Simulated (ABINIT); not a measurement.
Crystal: Sb.

```
CELL_PARAMETERS angstrom
3.12240 0.00000 0.00000
0.00000 4.34752 0.00000
-0.03891 0.00000 4.40585
ATOMIC_POSITIONS crystal
Sb 0.01139 0.25000 0.24117
Sb 0.98861 0.75000 0.75883
```

This isn't the form of Sb at room conditions, which is rhombohedral.

| Property | Result |
| --- | --- |
| Program | ABINIT 10.8.3 (patched build) |
| Task | single point |
| Functional | PBEsol |
| Potentials or basis | JTH PAW PBE v2.0 |
| Cutoff | 435 eV |
| k mesh | 9 × 6 × 6 |
| Occupations | fermi-dirac, width 0.05 eV |
| Spin | no spin polarisation |

On this cell: pressure -2.3 GPa; largest force 0.044 eV/Å; band gap on the k mesh none (metal or under the smearing width).

The same run follows on a disturbed copy (atoms moved at random, drawn with an rms of 0.05 Å):

```
Sb
1.0
     3.12240    0.00000    0.00000
     0.00000    4.34752    0.00000
    -0.03891    0.00000    4.40585
Sb
2
Direct
  0.01218 0.26149 0.24261
  0.00154 0.74648 0.76535
```

Problem. What changes?

Solution. The energy (extrapolated to zero smearing) moves by +1.7 meV/atom; pressure -2.1 GPa; largest force 0.099 eV/Å; band gap on the k mesh none (metal or under the smearing width).

Forces on the atoms (eV/Å):
```
Sb  -0.014 -0.082  0.055
Sb   0.014  0.082 -0.055
```

Stress tensor (GPa, compression positive):
```
-1.59  0.01  0.09
 0.01 -2.43 -0.42
 0.09 -0.42 -2.22
```

Caveats: the PAW data sets were made with another functional, which shifts forces and pressure a little.
